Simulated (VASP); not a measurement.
# Which native defect does AlFe form most easily?, part 5 of 8

Which native defect is cheapest in AlFe, and how does that change with the growth condition? The start is a cell from a database of measured crystal structures.

VASP 6.6.1, plane waves and PAW; the level of theory is named at each step.

Still holding for the runs below: The magnetic state follows from one typed start and may not be the lowest.

So far. Step 6 (Reference Fe): The run ended after 3 ionic steps, 0.059 eV below its first step, once forces and stress met EDIFFG = -0.02. Step 6 (Reference Fe): Energy at zero smearing: -8.92737 eV.

**7. The defect cell, 53 atoms, defect Fe vacancy**

This step: PBEsol, spin-polarised from a ferromagnetic start; plane waves and PAW (Fe, Al) (VASP 6.6.1).

System of this step: Al27Fe26. The cell holds 53 atoms: 26 Fe and 27 Al. Cell: a = 8.534 Å, b = 8.534 Å, c = 8.534 Å, α = 90.0°, β = 90.0°, γ = 90.0°. It derives from AlFe. Nearest the centre at fractional (0.167, 0.167, 0.167): Al40 at 2.46 Å, Al31 at 2.46 Å, Al37 at 2.46 Å, Al39 at 2.46 Å, Al36 at 2.46 Å, Al28 at 2.46 Å, Al30 at 2.46 Å, Al27 at 2.46 Å.

The host is treated as a metal, since its gap is under 0.3 eV or closed. The run keeps 48 symmetry operations, which cuts the number of k-points but bars distortions that break them. The atoms relax at the host's fixed cell.

File INCAR:

```
SYSTEM = Al27Fe26
PREC = Normal
ENCUT = 300
EDIFF = 1E-05
NELM = 120
ISMEAR = 1
SIGMA = 0.2
LREAL = Auto
ALGO = Fast
GGA = PS
NBANDS = 229
ISPIN = 2
MAGMOM = 3 3 3 3 3 3 3 3 3 3 3 3 3 3 3 3 3 3 3 3 3 3 3 3 3 3 0 0 0 0 0 0 0 0 0 0 0 0 0 0 0 0 0 0 0 0 0 0 0 0 0 0 0
LASPH = .TRUE.
LMAXMIX = 4
LORBIT = 11
LWAVE = .FALSE.
LCHARG = .TRUE.
KPAR = 4
NCORE = 2
IBRION = 2
NSW = 50
ISIF = 2
EDIFFG = -0.03
POTIM = 0.4
MAXMIX = 40
ISYM = 2
```

File POSCAR:

```
Al27Fe26
1.0
    8.5337404122      0.0000000000      0.0000000000
    0.0000000000      8.5337404122      0.0000000000
    0.0000000000      0.0000000000      8.5337404122
Fe Al
26 27
Direct
    0.1666666700      0.1666666700      0.5000000000
    0.1666666700      0.1666666700      0.8333333300
    0.1666666700      0.5000000000      0.1666666700
    0.1666666700      0.5000000000      0.5000000000
    0.1666666700      0.5000000000      0.8333333300
    0.1666666700      0.8333333300      0.1666666700
    0.1666666700      0.8333333300      0.5000000000
    0.1666666700      0.8333333300      0.8333333300
    0.5000000000      0.1666666700      0.1666666700
    0.5000000000      0.1666666700      0.5000000000
    0.5000000000      0.1666666700      0.8333333300
    0.5000000000      0.5000000000      0.1666666700
    0.5000000000      0.5000000000      0.5000000000
    0.5000000000      0.5000000000      0.8333333300
    0.5000000000      0.8333333300      0.1666666700
    0.5000000000      0.8333333300      0.5000000000
    0.5000000000      0.8333333300      0.8333333300
    0.8333333300      0.1666666700      0.1666666700
    0.8333333300      0.1666666700      0.5000000000
    0.8333333300      0.1666666700      0.8333333300
    0.8333333300      0.5000000000      0.1666666700
    0.8333333300      0.5000000000      0.5000000000
    0.8333333300      0.5000000000      0.8333333300
    0.8333333300      0.8333333300      0.1666666700
    0.8333333300      0.8333333300      0.5000000000
    0.8333333300      0.8333333300      0.8333333300
    0.0000000000      0.0000000000      0.0000000000
    0.0000000000      0.0000000000      0.3333333300
    0.0000000000      0.0000000000      0.6666666700
    0.0000000000      0.3333333300      0.0000000000
    0.0000000000      0.3333333300      0.3333333300
    0.0000000000      0.3333333300      0.6666666700
    0.0000000000      0.6666666700      0.0000000000
    0.0000000000      0.6666666700      0.3333333300
    0.0000000000      0.6666666700      0.6666666700
    0.3333333300      0.0000000000      0.0000000000
    0.3333333300      0.0000000000      0.3333333300
    0.3333333300      0.0000000000      0.6666666700
    0.3333333300      0.3333333300      0.0000000000
    0.3333333300      0.3333333300      0.3333333300
    0.3333333300      0.3333333300      0.6666666700
    0.3333333300      0.6666666700      0.0000000000
    0.3333333300      0.6666666700      0.3333333300
    0.3333333300      0.6666666700      0.6666666700
    0.6666666700      0.0000000000      0.0000000000
    0.6666666700      0.0000000000      0.3333333300
    0.6666666700      0.0000000000      0.6666666700
    0.6666666700      0.3333333300      0.0000000000
    0.6666666700      0.3333333300      0.3333333300
    0.6666666700      0.3333333300      0.6666666700
    0.6666666700      0.6666666700      0.0000000000
    0.6666666700      0.6666666700      0.3333333300
    0.6666666700      0.6666666700      0.6666666700
```

File KPOINTS:

```
Automatic mesh
0
Monkhorst-Pack
3 3 3
0 0 0
```

PAW data sets: Fe and Al (PBE family, release 64).

The run is started by

```
mpirun -np 8 vasp_std
```

The program printed:

```text
[banner, memory and clock lines left out]
running    8 mpi-ranks, on    1 nodes
 distrk:  each k-point on    2 cores,    4 groups
 distr:  one band on    2 cores,    1 groups

 POSCAR found type information on POSCAR FeAl
 POSCAR found :  2 types and      53 ions
 [... a notice as in an earlier step ...]

 LDA part: xc-table for (Slater+PW92), standard interpolation
 POSCAR, INCAR and KPOINTS ok, starting setup
 FFT: planning ... GRIDC
 FFT: planning ... GRID_SOFT
 FFT: planning ... GRID
 WAVECAR not read
 entering main loop
       N       E                     dE             d eps       ncg     rms          rms(c)
DAV:   1     0.166802224205E+04    0.16680E+04   -0.74620E+04  3664   0.869E+02
DAV:   2    -0.226974536488E+03   -0.18950E+04   -0.17595E+04  3664   0.273E+02
DAV:   3    -0.392870065523E+03   -0.16590E+03   -0.14239E+03  3872   0.952E+01
DAV:   4    -0.401728414140E+03   -0.88583E+01   -0.85785E+01  4800   0.229E+01
DAV:   5    -0.401939685289E+03   -0.21127E+00   -0.21079E+00  4888   0.327E+00    0.816E+01
RMM:   6    -0.433754304450E+03   -0.31815E+02   -0.78163E+02  3664   0.947E+01    0.931E+01
RMM:   7    -0.381656689343E+03    0.52098E+02   -0.23098E+02  3664   0.567E+01    0.668E+01
RMM:   8    -0.377422048819E+03    0.42346E+01   -0.25071E+01  3664   0.159E+01    0.605E+01
RMM:   9    -0.360611379743E+03    0.16811E+02   -0.83529E+00  3664   0.109E+01    0.196E+01
RMM:  10    -0.361486045013E+03   -0.87467E+00   -0.16805E+00  3689   0.314E+00    0.224E+01
RMM:  11    -0.360753466849E+03    0.73258E+00   -0.11109E+00  3664   0.371E+00    0.151E+01
RMM:  12    -0.360618233838E+03    0.13523E+00   -0.48169E-01  3674   0.183E+00    0.644E+00
RMM:  13    -0.360785830613E+03   -0.16760E+00   -0.24046E-01  3673   0.974E-01    0.513E+00
RMM:  14    -0.360718215370E+03    0.67615E-01   -0.10882E-01  3664   0.671E-01    0.233E+00
RMM:  15    -0.360720033479E+03   -0.18181E-02   -0.24714E-02  3762   0.491E-01    0.991E-01
RMM:  16    -0.360721823031E+03   -0.17896E-02   -0.93056E-03  3701   0.197E-01    0.747E-01
RMM:  17    -0.360721527635E+03    0.29540E-03   -0.41794E-03  3721   0.121E-01    0.339E-01
RMM:  18    -0.360721697514E+03   -0.16988E-03   -0.18029E-03  3716   0.841E-02    0.131E-01
RMM:  19    -0.360721739051E+03   -0.41537E-04   -0.57824E-04  3893   0.597E-02    0.704E-02
RMM:  20    -0.360721761733E+03   -0.22682E-04   -0.22070E-04  3783   0.262E-02    0.505E-02
RMM:  21    -0.360721767022E+03   -0.52887E-05   -0.27535E-05  2796   0.134E-02
   1 F= -.36072177E+03 E0= -.36074287E+03  d E =-.360722E+03  mag=    16.2678
 curvature:   0.00 expect dE= 0.000E+00 dE for cont linesearch  0.000E+00
 trial: gam= 0.00000 g(F)=  0.862E-01 g(S)=  0.000E+00 ort = 0.000E+00 (trialstep = 0.100E+01)
 search vector abs. value=  0.862E-01
 bond charge predicted
       N       E                     dE             d eps       ncg     rms          rms(c)
DAV:   1    -0.360789456802E+03   -0.67695E-01   -0.12214E+01  3888   0.601E+00    0.107E+00
RMM:   2    -0.360795250630E+03   -0.57938E-02   -0.63787E-02  3664   0.851E-01    0.897E-01
RMM:   3    -0.360796134378E+03   -0.88375E-03   -0.13582E-02  3694   0.263E-01    0.638E-01
RMM:   4    -0.360795485262E+03    0.64912E-03   -0.28363E-03  3722   0.142E-01    0.344E-01
RMM:   5    -0.360795379839E+03    0.10542E-03   -0.14150E-03  3673   0.782E-02    0.172E-01
RMM:   6    -0.360795429269E+03   -0.49430E-04   -0.48793E-04  3749   0.483E-02    0.115E-01
RMM:   7    -0.360795462962E+03   -0.33693E-04   -0.17326E-04  3615   0.247E-02    0.876E-02
RMM:   8    -0.360795472977E+03   -0.10015E-04   -0.94075E-05  3193   0.164E-02    0.433E-02
RMM:   9    -0.360795474400E+03   -0.14233E-05   -0.34483E-05  2806   0.120E-02
   2 F= -.36079547E+03 E0= -.36081562E+03  d E =-.737074E-01  mag=    16.3543
[... from here on, the cycles between the ionic steps are left out ...]
   3 F= -.36087177E+03 E0= -.36089226E+03  d E =-.150000E+00  mag=    16.5975
   4 F= -.36093152E+03 E0= -.36095300E+03  d E =-.597484E-01  mag=    16.6642
   5 F= -.36095150E+03 E0= -.36097415E+03  d E =-.797284E-01  mag=    16.6999
   6 F= -.36095329E+03 E0= -.36097655E+03  d E =-.815262E-01  mag=    16.7084
   7 F= -.36096096E+03 E0= -.36098609E+03  d E =-.766636E-02  mag=    16.7216
   8 F= -.36096342E+03 E0= -.36099106E+03  d E =-.101300E-01  mag=    16.7368
   9 F= -.36096371E+03 E0= -.36099065E+03  d E =-.104145E-01  mag=    16.7334
 curvature:  -2.10 expect dE=-0.359E-02 dE for cont linesearch -0.929E-05
 trial: gam= 0.27900 g(F)=  0.171E-02 g(S)=  0.000E+00 ort = 0.187E-03 (trialstep = 0.217E+01)
 search vector abs. value=  0.243E-02
 bond charge predicted
       N       E                     dE             d eps       ncg     rms          rms(c)
DAV:   1    -0.360968558732E+03   -0.48566E-02   -0.49236E-01  3769   0.123E+00    0.104E+00
RMM:   2    -0.360966092312E+03    0.24664E-02   -0.68374E-03  3664   0.270E-01    0.231E-01
RMM:   3    -0.360966380732E+03   -0.28842E-03   -0.16958E-03  3671   0.879E-02    0.144E-01
RMM:   4    -0.360966405857E+03   -0.25125E-04   -0.52166E-04  3738   0.501E-02    0.576E-02
RMM:   5    -0.360966412694E+03   -0.68363E-05   -0.12270E-04  3790   0.265E-02    0.293E-02
RMM:   6    -0.360966415333E+03   -0.26392E-05   -0.31368E-05  2884   0.114E-02
  10 F= -.36096642E+03 E0= -.36099436E+03  d E =-.270728E-02  mag=    16.7345
 trial-energy change:   -0.002707  1 .order   -0.002774   -0.003822   -0.001726
 step:   5.8852(harm=  3.9523)  dis= 0.01159  next Energy=  -360.967559 (dE=-0.385E-02)
 reached required accuracy - stopping structural energy minimisation
```

Elapsed: 4.2 min, on 8 MPI ranks of Intel Xeon 6975P-C (Granite Rapids), shared host; peak memory 3.1 GiB.

Parts of OUTCAR (step 7):

```text
   k-points           NKPTS =      4   k-points in BZ     NKDIM =      4   number of bands    NBANDS=    229

   NELECT =     289.0000    total number of electrons

 E-fermi :   8.0999

 spin component 1
 k-point     1 :       0.0000    0.0000    0.0000
  band No.  band energies     occupation
    ...
    153       7.8743      1.03382
    154       7.8743      1.03382
    155       7.9262      1.00555
    156       7.9306      1.00098
    157       7.9306      1.00098
    158       8.5254     -0.00519
    159       8.5254     -0.00519
    160       9.4138     -0.00000
    161       9.4138     -0.00000
    162       9.4138     -0.00000
    ...

 k-point     2 :       0.3333    0.0000    0.0000
  band No.  band energies     occupation
    ...
    150       7.8115      1.03015
    151       7.8116      1.03016
    152       7.8651      1.03504
    153       7.9360      0.99484
    154       8.0587      0.67034
    155       8.4132     -0.02462
    156       8.4132     -0.02462
    157       8.4662     -0.01326
    158       8.6386     -0.00047
    159       8.6608     -0.00027
    ...

  Total        0.7701689      0.7701689      0.7701689     -0.0000000     -0.0000000      0.0000000
  in kB        1.9855383      1.9855383      1.9855383     -0.0000000     -0.0000000      0.0000000
  external PRESSURE =       1.9855383 kB  Pullay stress =       0.0000000 kB

 POSITION                                       TOTAL-FORCE (eV/Angst)
 -----------------------------------------------------------------------------------
      1.42229      1.42229      4.37798        -0.000000     -0.000000      0.002147
      1.42229      1.42229      7.00034        -0.000000     -0.000000     -0.002147
      1.42229      4.37798      1.42229        -0.000000      0.002147     -0.000000
      1.42229      4.23492      4.23492        -0.000000     -0.000298     -0.000298
      1.42229      4.23492      7.14340        -0.000000     -0.000298      0.000298
      1.42229      7.00034      1.42229        -0.000000     -0.002147     -0.000000
      1.42229      7.14340      4.23492        -0.000000      0.000298     -0.000298
      1.42229      7.14340      7.14340        -0.000000      0.000298      0.000298
      4.37798      1.42229      1.42229         0.002147     -0.000000     -0.000000
      4.23492      1.42229      4.23492        -0.000298     -0.000000     -0.000298
      4.23492      1.42229      7.14340        -0.000298     -0.000000      0.000298
      4.23492      4.23492      1.42229        -0.000298     -0.000298     -0.000000
      4.28084      4.28084      4.28084        -0.004930     -0.004930     -0.004930
      4.28084      4.28084      7.09748        -0.004930     -0.004930      0.004930
      4.23492      7.14340      1.42229        -0.000298      0.000298     -0.000000
      4.28084      7.09748      4.28084        -0.004930      0.004930     -0.004930
      4.28084      7.09748      7.09748        -0.004930      0.004930      0.004930
      7.00034      1.42229      1.42229        -0.002147     -0.000000     -0.000000
      7.14340      1.42229      4.23492         0.000298     -0.000000     -0.000298
      7.14340      1.42229      7.14340         0.000298     -0.000000      0.000298
      7.14340      4.23492      1.42229         0.000298     -0.000298     -0.000000
      7.09748      4.28084      4.28084         0.004930     -0.004930     -0.004930
      7.09748      4.28084      7.09748         0.004930     -0.004930      0.004930
      7.14340      7.14340      1.42229         0.000298      0.000298     -0.000000
[...]
-----------------------------------------------------------------------------------
    total drift:                               -0.000005      0.000008      0.000009

  FREE ENERGIE OF THE ION-ELECTRON SYSTEM (eV)
  ---------------------------------------------------
  free  energy   TOTEN  =      -360.9664153328 eV

  energy  without entropy=     -361.0502523918  energy(sigma->0) =     -360.99436102

 magnetization (x)
# of ion       s       p       d       tot
------------------------------------------
    1        0.004   0.011   1.193   1.208
    2        0.004   0.011   1.193   1.208
    3        0.004   0.011   1.193   1.208
    4       -0.003  -0.002   0.466   0.461
    5       -0.003  -0.002   0.466   0.461
    6        0.004   0.011   1.193   1.208
    7       -0.003  -0.002   0.466   0.461
    8       -0.003  -0.002   0.466   0.461
    9        0.004   0.011   1.193   1.208
   10       -0.003  -0.002   0.466   0.461
   11       -0.003  -0.002   0.466   0.461
   12       -0.003  -0.002   0.466   0.461
   13       -0.001   0.004   0.619   0.622
   14       -0.001   0.004   0.619   0.622
   15       -0.003  -0.002   0.466   0.461
   16       -0.001   0.004   0.619   0.622
   17       -0.001   0.004   0.619   0.622
   18        0.004   0.011   1.193   1.208
   19       -0.003  -0.002   0.466   0.461
   20       -0.003  -0.002   0.466   0.461
   21       -0.003  -0.002   0.466   0.461
   22       -0.001   0.004   0.619   0.622
   23       -0.001   0.004   0.619   0.622
[...]
--------------------------------------------------
tot         -0.201  -0.307  17.706  17.198

[... 6 parts as in an earlier step ...]

[... 12 further parts left out ...]
```

The steps of the relaxation:

| step | energy less that of the first step (eV) | largest force (eV/Å) |
| --- | --- | --- |
| 1 | 0.0000 | 0.4179 |
| 2 | -0.0737 | 0.2994 |
| 3 | -0.1500 | 0.3036 |
| 4 | -0.2097 | 0.1227 |
| 5 | -0.2297 | 0.0732 |
| 6 | -0.2315 | 0.0828 |
| 7 | -0.2392 | 0.0525 |
| 8 | -0.2417 | 0.0740 |
| 9 | -0.2419 | 0.0649 |
| 10 | -0.2446 | 0.0299 |

The atoms that moved most (Å):

| atom | dx | dy | dz | length |
| --- | --- | --- | --- | --- |
| Fe1 | 0.000 | 0.000 | 0.111 | 0.111 |
| Fe2 | 0.000 | 0.000 | -0.111 | 0.111 |
| Fe3 | 0.000 | 0.111 | 0.000 | 0.111 |
| Fe6 | 0.000 | -0.111 | 0.000 | 0.111 |
| Fe9 | 0.111 | 0.000 | 0.000 | 0.111 |
| Fe18 | -0.111 | 0.000 | 0.000 | 0.111 |
| Al32 | -0.042 | 0.042 | 0.000 | 0.059 |
| Al29 | -0.042 | -0.042 | 0.000 | 0.059 |

Numbers from this step:

```yaml
electronic_cycles: 80
electrons: 289
free_energy_toten: -360.9664 eV
energy_at_zero_smearing: -360.9944 eV
fermi_energy: 8.100 eV
moment_of_the_cell_from_the_last_line_of_the_log: 16.73 μB
```

Spin moment in the PAW sphere by element, in μB:

| element | atoms | mean | spread (r.m.s.) | least | largest |
| --- | --- | --- | --- | --- | --- |
| Fe | 26 | 0.68 | 0.30 | 0.46 | 1.21 |
| Al | 27 | -0.02 | 0.00 | -0.02 | -0.02 |

The atoms nearest the centre:

| atom | distance (Å) | spin moment in the PAW sphere (μB) |
| --- | --- | --- |
| Al40 | 2.45 | -0.02 |
| Al31 | 2.45 | -0.02 |
| Al37 | 2.45 | -0.02 |
| Al39 | 2.45 | -0.02 |
| Al36 | 2.45 | -0.02 |
| Al28 | 2.45 | -0.02 |
| Al30 | 2.45 | -0.02 |
| Al27 | 2.45 | -0.02 |
| Fe3 | 2.96 | 1.21 |
| Fe9 | 2.96 | 1.21 |
| Fe1 | 2.96 | 1.21 |
| Fe2 | 2.96 | 1.21 |
| Fe6 | 2.96 | 1.21 |
| Fe18 | 2.96 | 1.21 |

Spin density in the ac plane at fractional y = 0.167, through the centre, with atoms of Fe within 0.45 Å of it.

Ten even steps from '0' (0.0 e/Å³) to '9' (1.6 e/Å³), each cell a mean:
```
000000000000000000000000
000000000000000000000000
000231000001100000012100
001684000003310000023200
001694000002210000022100
000231000000000000000000
000000000000000000000000
000000000000000000000000
000000000000000000000000
000110000000000000000000
001573000001110000011000
001794000002310000023100
001462000002210000023100
000110000000000000000000
000000000000000000000000
000000000000000000000000
000000000000000000000000
000000000000000000000000
000000000002430000144100
000000000016971000398300
000000000014751000266200
000000000001110000011000
000000000000000000000000
000000000000000000000000
```
Columns run along a (8.5 Å), rows up along c (8.5 Å). Atoms in or near the plane, at fractional coordinates: Fe at (0.17, 0.51), Fe at (0.17, 0.82), Fe at (0.51, 0.17), Fe at (0.50, 0.50), Fe at (0.50, 0.84), Fe at (0.82, 0.17), Fe at (0.84, 0.50), Fe at (0.84, 0.84).

Valence density in the ac plane at fractional y = 0.167, through the centre, with atoms of Fe within 0.45 Å of it. It is the smooth field of the valence electrons, not physical close to the nuclei.

Values in e/Å³, 13 rows by 16 columns, each cell a mean:
```
0.3 0.3 0.3 0.3 0.3 0.3 0.3 0.5 0.5 0.3 0.2 0.3 0.4 0.5 0.4 0.3
0.3 0.8 3.2 2.4 0.5 0.3 0.5 3.4 4.3 0.9 0.3 0.3 1.6 4.9 2.2 0.4
0.3 1.1 5.1 3.9 0.6 0.3 0.5 3.2 4.0 0.8 0.3 0.3 1.5 4.5 2.1 0.4
0.3 0.4 0.7 0.6 0.3 0.2 0.3 0.4 0.4 0.3 0.3 0.3 0.3 0.4 0.3 0.3
0.2 0.3 0.4 0.4 0.3 0.2 0.2 0.3 0.3 0.3 0.2 0.2 0.3 0.3 0.3 0.2
0.3 0.8 3.2 2.5 0.5 0.3 0.4 1.7 2.0 0.6 0.3 0.3 0.9 2.2 1.2 0.3
0.3 1.1 5.1 3.9 0.6 0.3 0.6 4.5 5.7 1.1 0.3 0.3 2.1 6.5 2.9 0.4
0.3 0.3 0.7 0.6 0.3 0.3 0.4 1.0 1.2 0.4 0.3 0.3 0.6 1.3 0.7 0.3
0.2 0.2 0.2 0.2 0.2 0.2 0.3 0.3 0.3 0.3 0.2 0.2 0.3 0.3 0.3 0.3
0.2 0.1 0.1 0.1 0.1 0.2 0.3 0.6 1.1 0.5 0.3 0.3 0.7 1.0 0.5 0.2
0.1 0.1 0.0 0.0 0.1 0.2 0.4 3.0 6.2 2.0 0.4 0.5 3.4 6.1 1.7 0.3
0.1 0.1 0.1 0.1 0.1 0.2 0.3 1.4 2.7 1.0 0.3 0.4 1.6 2.7 0.9 0.2
0.2 0.1 0.1 0.1 0.2 0.2 0.3 0.3 0.3 0.3 0.2 0.3 0.3 0.3 0.3 0.2
```
Columns run along a (8.5 Å), rows up along c (8.5 Å). Atoms in or near the plane, at fractional coordinates: Fe at (0.17, 0.51), Fe at (0.17, 0.82), Fe at (0.51, 0.17), Fe at (0.50, 0.50), Fe at (0.50, 0.84), Fe at (0.82, 0.17), Fe at (0.84, 0.50), Fe at (0.84, 0.84).

The run ended after 10 ionic steps, 0.245 eV below its first step, once the forces on the free atoms met EDIFFG = -0.03.

The 8 first neighbours (Al) lie 2.46 Å from the site in the perfect crystal and 2.45 Å on average after the relaxation (-0.7 %).

**8. Energies of this defect, 53 atoms, defect vacancy, element Fe**

This step: point defect, PBEsol; plane waves and PAW (VASP 6.6.1).

This step runs nothing: it gathers the runs above.

This step gave:

| Item | Value |
| --- | --- |
| formation energy of the neutral defect | 0.9691 eV |
| host formation enthalpy | -0.3566 eV/atom |

Formation energy:

| formation energy (eV) | largest move (Å) |
| --- | --- |
| 0.9691 | 0.1111 |

The formation energy is the energy of the relaxed defect cell less that of the perfect cell, with each removed atom booked to its reference and each added atom taken from it.

References, in eV an atom: Al -4.096 (crystal Fm-3m) and Fe -8.927 (crystal Im-3m). They were run at the supercell's cutoff and functional, without U, and count both elements from their own phases.

The formation energy is 0.969 eV, and the largest move of an atom 0.11 Å.

(Part 5 of 8 ends here.)

[Lines on the potential files, build, host, timing and source positions are cut from VASP's logs without a mark.]

[Logs are printed without paths, hosts, clocks, repeated set-up lines and the standing remarks that a program may print on its own settings, such as how far it seeks lower states.]

[Hosts, paths, dates, database ids (printed as entryN), source tags and the programs' standing remarks are cut or masked in the printed files.]

[In band tables of VASP the shares of atoms and orbitals are scaled to a sum of 1 inside the atoms' spheres.]

[Runs that stopped without an error message from VASP are left out.]
